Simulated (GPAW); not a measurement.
Runs of GPAW 26.7.0 on Te2Mo. It takes space group P6_3/mmc (No. 194, hexagonal). The conventional cell has a = 3.518 Å, b = 3.518 Å, c = 13.974 Å, α = 90.00°, β = 90.00°, γ = 120.00°. Around Te (site symmetry 3m) lie 3 Mo at 2.72 Å. Mo (site symmetry -6m2) has 6 Te at 2.72 Å as nearest neighbours. 

```csv
task,level,potentials or basis,spin,U,cell,band path,band points,spin axis theta (degrees),spin axis phi (degrees),soc after scf,gap on the mesh (eV),pressure (GPa),relaxed volume (Å³/atom),largest force (eV/Å)
band structure,PBEint,"PAW data sets generated in the run's folder for this functional, pw","SOC, no magnetisation",-,as given,"GMKGALHA,LM,KH",60,0,0,second variation,0.67,-0.9,-,(c)
band structure,LDA+U,"the program's PAW data sets (release 1.2.1) made for this functional, pw",off,Mo d U = 4 eV,as given,"GMKGALHA,LM,KH",60,-,-,-,(a),-3.8,-,0.38
relaxation of cell and atoms,BLYP+D4,"PAW data sets generated in the run's folder for this functional, pw",off,-,relaxed,-,-,-,-,-,0.58,0.2,24.94,0.04
relaxation of cell and atoms,PBEsol,"PAW data sets generated in the run's folder for this functional, pw",off,-,relaxed,-,-,-,-,-,0.67,0.0,(b),-
```

Alike in all rows: k mesh 5 × 5 × 2; cutoff (eV) 600; smearing fermi-dirac 0.05 eV; the mesh is coarse, so values aren't converged.

Question: Fill in the values left out.

Answer: (a) 0.66; (b) 24.41; (c) 0.11.

Caveats: spin-orbit coupling is left out, which moves the levels of the heavy elements (some runs); later steps reuse the first step's grids (some runs); an odd mesh through Γ misses points on the zone boundary, where band edges often lie (some runs); spin-orbit coupling was added after a scalar SCF, so levels and gaps hold it while energy, forces, pressure and moments don't (some runs); this program's spin-orbit splittings come out too wide for heavy elements (some runs); the U is typed as a test and isn't derived for this compound (some runs); this functional lacks dispersion, which binds the layers, so the pressure and a relaxed spacing across them are unreliable (some runs).

A k mesh can miss the band edges, and rows without SOC leave out spin-orbit coupling on Mo, Te.

Runs at the PBE level aren't shown here.
